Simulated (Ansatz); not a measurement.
SnSe2 built on the CdCl2 prototype at its r2SCAN+rVV10 geometry, run in the plane-wave code Ansatz at 3 levels of theory. (Calculated; non-magnetic; the phase may be known or hypothetical.)

The PBE+SOC input:
```yaml
crystal:
  lattice:
    - [1.9122916093, 1.1040620754, 6.335094054]
    - [-1.9122916093, 1.1040620754, 6.335094054]
    - [0.0, -2.2081241508, 6.335094054]
  atoms:
    - { symbol: Sn, position: [0.0, 0.0, 0.0] }
    - { symbol: Se, position: [0.2505568941, 0.2505568941, 0.2505568941] }
    - { symbol: Se, position: [0.7494431059, 0.7494431059, 0.7494431059] }
kpoints:
  mp_grid: { grid: [8, 8, 8] }
  band_path:
    path:
      - [0.0, 0.0, 0.0]
      - [0.5, 0.5, 0.5]
      - [0.8130849856, 0.1869150144, 0.5]
      - [0.5, -0.1869150144, 0.1869150144]
      - [0.5, 0.0, 0.0]
      - [0.3434575072, -0.3434575072, 0.0]
      - [0.6565424928, 0.0, 0.3434575072]
      - [0.5, 0.0, 0.5]
      - [0.0, 0.153646, -0.153646]
      - [0.0, 0.5, 0.5]
    npoints: 1
hamiltonian:
  xc: pbe
scf:
  occupations: { method: fermi_dirac, width: 0.02 }
  n_extra_bands: 8
magnetization:
  noncollinear: true
  spin_orbit: true
output:
  forces: true
  stress: true
  eigenvalues: true
```

Main results, then, where recorded, the levels near the gap in eV from the Fermi energy (columns number the bands from 0), one row a point of the path (Γ, T, H₂, H₀, L, S₀, S₂, F, Γ–S₀ (0.45), F):
```
Crystal: 3 atoms, lattice volume = 80.251 Å³
Symmetry: 12 space group operations + 12 with time reversal
Magnetic group: BNS 166.98 (UNI 1328)
```
```
Basis set: ecut = 420 eV, 1545 PW (Γ), FFT grids on a1−a3, a2−a3, a3
k-points: 65 of 512
SCF converged after 9 iterations
Free energy (F): -16965.808343 eV
Fermi energy:    7.755909 eV
--- Forces (eV/Å), atoms counted from 1 ---
  atom   1  Sn      0.00000      0.00000      0.00000
  atom   2  Se      0.00000      0.00000    -0.24982
  atom   3  Se      0.00000      0.00000      0.24982
--- Stress (GPa, compression-positive) ---
        2.825853       0.000000       0.000000
        0.000000       2.825853       0.000000
        0.000000       0.000000       3.057800
  P = ⅓ Tr σ = 2.9032 GPa (29.032 kbar)
```
```tsv
band_36	band_37	band_38	band_39	band_40	band_41	band_42	band_43	band_44	band_45	band_46	band_47	band_48	band_49	band_50	band_51
-1.012	-1.012	-0.614	-0.614	-0.569	-0.569	-0.335	-0.335	-0.332	-0.332	0.839	0.839	2.795	2.795	4.107	4.107
-2.228	-2.228	-1.009	-1.009	-0.700	-0.700	-0.485	-0.485	-0.206	-0.206	2.233	2.233	2.794	2.794	4.174	4.174
-4.246	-4.246	-3.900	-3.900	-3.403	-3.403	-1.208	-1.208	-1.058	-1.058	1.577	1.577	4.318	4.318	5.623	5.623
-4.246	-4.246	-3.900	-3.900	-3.403	-3.403	-1.208	-1.208	-1.058	-1.058	1.577	1.577	4.318	4.318	5.623	5.623
-4.615	-4.615	-2.864	-2.864	-2.456	-2.456	-1.628	-1.628	-0.798	-0.798	0.950	0.950	3.734	3.734	5.871	5.871
-4.098	-4.098	-4.056	-4.056	-3.452	-3.452	-1.245	-1.245	-1.069	-1.069	1.620	1.620	4.627	4.627	5.332	5.332
-4.098	-4.098	-4.056	-4.056	-3.452	-3.452	-1.245	-1.245	-1.069	-1.069	1.620	1.620	4.627	4.627	5.332	5.332
-4.902	-4.902	-2.722	-2.722	-2.333	-2.333	-0.615	-0.615	-0.318	-0.318	0.152	0.152	3.518	3.518	4.873	4.873
-3.394	-3.394	-3.221	-3.221	-1.639	-1.639	-1.366	-1.366	-0.167	-0.167	2.166	2.166	4.383	4.383	4.634	4.634
-4.902	-4.902	-2.722	-2.722	-2.333	-2.333	-0.615	-0.615	-0.318	-0.318	0.152	0.152	3.518	3.518	4.873	4.873
```

With PBE+SOC the valence top lies at Γ–S₀ (0.45 of the way from Γ) and the conduction bottom at F, 0.32 eV higher; the smallest vertical gap, at F, is 0.47 eV.

Problem. In the first input these blocks are replaced (the band path and keys that only write files left aside):
```yaml
kpoints:
  mp_grid: { grid: [6, 6, 6] }
hamiltonian:
  xc: hse06
scf:
  occupations: { method: fixed }
  n_extra_bands: 4
```
(magnetization left out)
What comes out?

Solution.
```
Basis set: ecut = 420 eV, 1545 PW (Γ), FFT grids on a1−a3, a2−a3, a3
k-points: 32 of 216
Exchange kernel: α = 0.2500, screened, ω = 0.2079 Å⁻¹, Wigner–Seitz truncation, v(0) = 1046.6442 eV·Å³, q-mesh 6×6×6
hybrid outer 1: dexx = +1.353e-2 eV, tail = 1.49e-4 eV
hybrid outer 2: dexx = +1.046e-6 eV, tail = 4.50e-8 eV, Δε = 3.05e-3 eV, ΔF = 1.08e-2 eV/Å
hybrid outer 3: dexx = +5.646e-10 eV, tail = 5.51e-10 eV, Δε = 4.18e-5 eV, ΔF = 2.16e-4 eV/Å
hybrid SCF converged: 3 outer / 14 inner (+4 warm-up)
Free energy (F): -16970.478691 eV
Fermi energy:    7.036080 eV
--- Forces (eV/Å), atoms counted from 1 ---
  atom   1  Sn      0.00000      0.00000      0.00000
  atom   2  Se      0.00000      0.00000      0.21698
  atom   3  Se      0.00000      0.00000    -0.21698
--- Stress (GPa, compression-positive) ---
        0.156052       0.000000       0.000000
        0.000000       0.156052       0.000000
        0.000000       0.000000       0.075231
  P = ⅓ Tr σ = 0.1291 GPa (1.291 kbar)
```
```tsv
band_18	band_19	band_20	band_21	band_22	band_23	band_24	band_25
-0.589	-0.589	-0.279	-0.266	-0.266	1.779	3.847	5.409
-2.201	-0.728	-0.728	-0.124	-0.124	3.223	3.863	5.497
-4.415	-4.025	-3.483	-1.091	-0.947	2.536	5.395	6.849
-4.415	-4.025	-3.483	-1.091	-0.947	2.536	5.395	6.849
-4.814	-2.849	-2.514	-1.537	-0.640	1.824	4.789	7.172
-4.253	-4.199	-3.537	-1.123	-0.963	2.581	5.736	6.517
-4.253	-4.199	-3.537	-1.123	-0.963	2.581	5.736	6.517
-5.145	-2.669	-2.417	-0.295	-0.275	0.964	4.570	5.850
-3.476	-3.271	-1.554	-1.215	0.005	3.161	5.620	5.697
-5.145	-2.669	-2.417	-0.295	-0.275	0.964	4.570	5.850
```
With HSE06 the valence top lies at Γ–S₀ (0.45 of the way from Γ) and the conduction bottom at F, 0.96 eV higher; the smallest vertical gap, at F, is 1.24 eV. The mean stress, +0.1 GPa, is small, and the program warns that its thresholds are loose for a hybrid's stress.

Problem. Another run on the same cell gave
```
Basis set: ecut = 420 eV, 1545 PW (Γ), FFT grids on a1−a3, a2−a3, a3
k-points: 32 of 216
hybrid outer 1: dexx = +1.946e-2 eV, tail = 1.79e-4 eV
hybrid outer 2: dexx = +2.541e-6 eV, tail = 9.52e-8 eV, Δε = 3.26e-3 eV, ΔF = 9.58e-3 eV/Å
hybrid outer 3: dexx = +1.450e-9 eV, tail = 5.56e-10 eV, Δε = 4.68e-5 eV, ΔF = 2.23e-4 eV/Å
hybrid SCF converged: 3 outer / 15 inner (+4 warm-up)
Free energy (F): -16969.593090 eV
Fermi energy:    6.689447 eV
--- Forces (eV/Å), atoms counted from 1 ---
  atom   1  Sn      0.00000      0.00000      0.00000
  atom   2  Se      0.00000      0.00000      0.23514
  atom   3  Se      0.00000      0.00000    -0.23514
--- Stress (GPa, compression-positive) ---
        0.012538       0.000000       0.000000
        0.000000       0.012538       0.000000
        0.000000       0.000000      -0.085243
  P = ⅓ Tr σ = -0.0201 GPa (-0.201 kbar)
```
```tsv
band_18	band_19	band_20	band_21	band_22	band_23	band_24	band_25
-0.593	-0.593	-0.279	-0.260	-0.260	2.395	4.516	6.114
-2.261	-0.740	-0.740	-0.115	-0.115	3.899	4.529	6.204
-4.487	-4.090	-3.538	-1.114	-0.967	3.232	6.085	7.571
-4.487	-4.090	-3.538	-1.114	-0.967	3.232	6.085	7.571
-4.883	-2.901	-2.540	-1.578	-0.649	2.506	5.473	7.903
-4.321	-4.269	-3.591	-1.148	-0.982	3.278	6.435	7.230
-4.321	-4.269	-3.591	-1.148	-0.982	3.278	6.435	7.230
-5.218	-2.696	-2.446	-0.297	-0.280	1.622	5.245	6.546
-3.539	-3.323	-1.583	-1.230	0.006	3.863	6.306	6.404
-5.218	-2.696	-2.446	-0.297	-0.280	1.622	5.245	6.546
```
Which level of theory gave it?

Solution. It is PBE0, judged by the exchange loop and the size of the gap (a near hybrid could fit too), on 6×6×6; the blocks that differ from the first input, but for the band path:
```yaml
kpoints:
  mp_grid: { grid: [6, 6, 6] }
hamiltonian:
  xc: pbe0
scf:
  occupations: { method: fixed }
  n_extra_bands: 4
```
(magnetization left out)
The PBE0 gap is indirect, 1.62 eV (Γ–S₀ (0.45 of the way from Γ) to F), below the direct gap of 1.90 eV at F. The mean stress, 0.0 GPa, is small, and the program warns that its thresholds are loose for a hybrid's stress.

The hybrids run on coarser meshes, which limits their stresses and small splittings of levels.

Totals of different functionals, or with and without spin-orbit coupling, can't be compared.

Only the levels marked +SOC include spin-orbit coupling.
